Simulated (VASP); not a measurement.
HW8C8 (a cell with a defect), 17 atoms in the cell. The cell holds a defect, 17 atoms: a = 5.656 Å, b = 5.797 Å, c = 5.797 Å, α = 120.00°, β = 90.00°, γ = 90.00°. 

* Program: VASP 6.6.1
* Task: single point
* Functional: PBEsol
* Potentials or basis: VASP PAW PBE potentials, release 64 (W_sv, C, H)
* Cutoff: 520 eV
* k mesh: 4 × 5 × 5, shifted
* Occupations: gaussian, width 0.1 eV
* Spin: no spin polarisation
* Dipole correction: no
* Further INCAR settings: LREAL = Auto; ALGO = Fast; EDIFF = 1e-07; NBANDS = 86

Potentials or basis: VASP PAW PBE potentials, release 64 (W_sv, C, H).

Command:

```console
$ cat potpaw_PBE.64/W_sv/POTCAR potpaw_PBE.64/C/POTCAR potpaw_PBE.64/H/POTCAR > POTCAR
$ mpirun -np 1 vasp_std > vasp.out
```

Hardware: 1 thread of Intel(R) Xeon(R) Platinum 8488C (Sapphire Rapids), with other jobs on the host.

Problem. How long does it take, and how much memory?

Solution. It took 5.4 min on 1 thread of Intel(R) Xeon(R) Platinum 8488C (Sapphire Rapids), on a shared host, peak memory 0.37 GiB. Counts: scf iterations 19, k points 14.
